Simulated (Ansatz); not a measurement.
Input and command of a plane-wave DFT calculation in Ansatz:

```yaml
crystal:
  lattice:
    - [-0.2168305736, 1.8211394617, 2.0186075966]
    - [2.1046381824, -0.2988963888, 2.1006734118]
    - [1.6861200138, 1.4846871083, 0.1196217798]
  atoms:
    - { symbol: Ir, position: [0.0, 0.0, 0.0] }
basis:
  ecutwfc: 420
kpoints:
  mp_grid: { grid: [16, 16, 16] }
hamiltonian:
  xc: pbe
scf:
  occupations: { method: gaussian, width: 0.15 }
output:
  forces: true
  stress: true
  eigenvalues: true
```

```bash
ansatz run input.yaml --threads 2 --pin off --max-ram 5120MiB --backend cpu --events-out ev --progress --plain --runs-dir out
```

Processor: Intel(R) Xeon(R) Platinum 8259CL CPU @ 2.50GHz (Skylake/Cascade Lake), 2 threads, on a host shared with other jobs.

Task: How long does it run, and how much memory does it take?

Result: About 11 s on 2 threads of Intel(R) Xeon(R) Platinum 8259CL CPU @ 2.50GHz (Skylake/Cascade Lake), on a shared host, peak memory 0.67 GiB. It solves 13 bands at 2052 k points (the mesh reduced by symmetry) with about 277 plane waves, in 6 SCF iterations.
